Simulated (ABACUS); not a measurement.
Crystal: KCl (Sylvite).

```xyz
2
Lattice="0.0000 3.1465 3.1465 3.1465 0.0000 3.1465 3.1465 3.1465 0.0000" Properties=species:S:1:pos:R:3 pbc="T T T"
K     0.0000    0.0000    0.0000
Cl    3.1465    3.1465    3.1465
```

Base run:

```yaml
Program: ABACUS 3.10.1
Functional: PBE
Potentials_or_basis: PseudoDojo NC SR 0.4.1 PBE standard
Cutoff: 1007 eV
Density_cutoff: 4027 eV
Basis: plane waves
k_mesh: 7 × 7 × 7
Occupations: fermi-dirac, width 0.05 eV
Spin: no spin polarisation
```

Its results: band gap on the k mesh 5.19 eV, direct; pressure 0.7 GPa.

Q: The run is repeated on the same cell with these changes: cutoff from 1007 eV to 1361 eV; density cutoff from 4027 eV to 5442 eV; basis from plane waves to DZP LCAO (the cutoffs set its grid). What comes out?

A: Band gap on the k mesh 5.32 eV, direct; pressure 0.8 GPa.

Caveats: an odd mesh through Γ misses points on the zone boundary, where band edges often lie; the atomic orbitals were generated for these runs and aren't a published set (some runs); the basis of atomic orbitals isn't converged, which shifts pressures, moduli and gaps (some runs).

Not every run made on this cell is shown here.
